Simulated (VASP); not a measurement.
Write the native input for VASP 6.6.1 that does the following.

```
Task                               : single point
Functional                         : HSE06
Potentials or basis                : VASP PAW PBE potentials, release 64 (Ta_pv, N)
Cutoff                             : 520 eV
k mesh                             : 9 × 9 × 8
Occupations                        : gaussian, width 0.1 eV
Spin                               : no spin polarisation
Grid for exact exchange (PRECFOCK) : Fast
Screening parameter                : 0.2 1/A
Further INCAR settings             : ALGO = Normal; EDIFF = 1e-06; NBANDS = 15
```

Crystal: TaN.

```
CELL_PARAMETERS angstrom
2.92576 0.00000 0.00000
-1.46288 2.53378 0.00000
0.00000 0.00000 2.87295
ATOMIC_POSITIONS crystal
Ta 0.00000 0.00000 0.50000
N 0.66667 0.33333 0.00000
```

The cell comes from a database or a generator and needn't be the stable form of this composition.

One way to write it, as run:

POSCAR

```
TaN
1.0
    2.9257600000      0.0000000000      0.0000000000
   -1.4628800000      2.5337800000      0.0000000000
    0.0000000000      0.0000000000      2.8729500000
Ta N
1 1
Direct
    0.0000000000      1.0000000000      0.5000000000
    0.6666700000      0.3333300000      0.0000000000
```

INCAR.step1

```
SYSTEM = TaN
PREC = Accurate ; ENCUT = 520
EDIFF = 1E-5 ; ISMEAR = 0
SIGMA = 0.1 ; LREAL = .False.
LASPH = .True. ; NELM = 80
ALGO = Normal ; ISIF = 2
LWAVE = .True. ; LCHARG = .False.
NBANDS = 15 ; GGA = PE
```

INCAR.step2

```
SYSTEM = TaN
PREC = Accurate ; ENCUT = 520
EDIFF = 1E-6 ; ISMEAR = 0
SIGMA = 0.1 ; LREAL = .False.
LASPH = .True. ; NELM = 80
ALGO = Normal ; ISIF = 2
LWAVE = .False. ; LCHARG = .False.
GGA = PE ; LHFCALC = .True.
HFSCREEN = 0.2 ; PRECFOCK = Fast
NBANDS = 15 ; ISTART = 1
```

KPOINTS

```
Automatic mesh
0
Gamma
  9 9 8
  0 0 0
```

Potentials or basis: VASP PAW PBE potentials, release 64 (Ta_pv, N).

Run with:

```sh
$ cat potpaw_PBE.64/Ta_pv/POTCAR potpaw_PBE.64/N/POTCAR > POTCAR
$ cp INCAR.step1 INCAR
$ mpirun -np 1 vasp_std > vasp.out
$ cp INCAR.step2 INCAR
$ mpirun -np 1 vasp_std > vasp.out
```

It gave:

The pressure is 0.1 GPa. The band gap on the k mesh is none (metal or under the smearing width).

Caveat: the PAW data sets were made with another functional, which shifts forces and pressure a little.

Run time: 85 min on 1 thread of Intel(R) Xeon(R) Platinum 8488C (Sapphire Rapids), on a shared host, peak memory 0.3 GiB.
